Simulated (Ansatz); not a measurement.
## MgSi under changes of volume

One of the cells (17.692 Å³/atom); the others are scaled copies at fixed shape and fractional positions:

```
CELL_PARAMETERS angstrom
1.50251 -5.42602 0.00000
1.50251 5.42602 0.00000
0.00000 0.00000 4.34018
ATOMIC_POSITIONS crystal
Si 0.57064 0.42936 0.75000
Si 0.42936 0.57064 0.25000
Mg 0.16838 0.83162 0.25000
Mg 0.83162 0.16838 0.75000
```

The cell comes from a database or a generator and needn't be the stable form of this composition.

| Property | Result |
| --- | --- |
| Program | Ansatz 0.2.0 |
| Functional | PBEsol |
| Potentials or basis | Ansatz PAW |
| Cutoff | 420 eV (not typed: the program's choice for these potentials) |
| k mesh | 9 × 9 × 6 |
| Occupations | fermi-dirac, width 0.05 eV |
| Spin | no spin polarisation |

```csv
volume (Å³/atom),energy over the lowest point (meV/atom),pressure (GPa),largest force (eV/Å)
16.630,5.23,2.7,0.163
16.984,1.01,1.2,0.162
17.338,0.00,-0.2,0.163
17.692,1.84,-1.4,0.167
18.046,6.21,-2.5,0.175
18.400,12.89,-3.5,0.185
18.754,?,?,?
```

Question: What does the run at 18.754 Å³/atom give?

Answer: Energy over the lowest point 21.64 meV/atom; pressure -4.4 GPa; largest force 0.195 eV/Å.

Worked out: A Birch-Murnaghan fit of order 3 (a polynomial in V^(-2/3)) to the other rows has its minimum at 17.28 Å³/atom with B0 = V·E''(V) = 64 GPa and B' = 4.5 at fixed shape and positions, which overstates the stiffness. It gives 21.59 meV/atom at 18.754 Å³/atom, against the run's 21.64, and -dE/dV = -4.4 GPa, against -4.4.

Energies are extrapolated to zero smearing.

Caveats: the PAW data sets come from PBE, with cores solved anew for the run's functional, which leaves a small shift of forces and pressure.
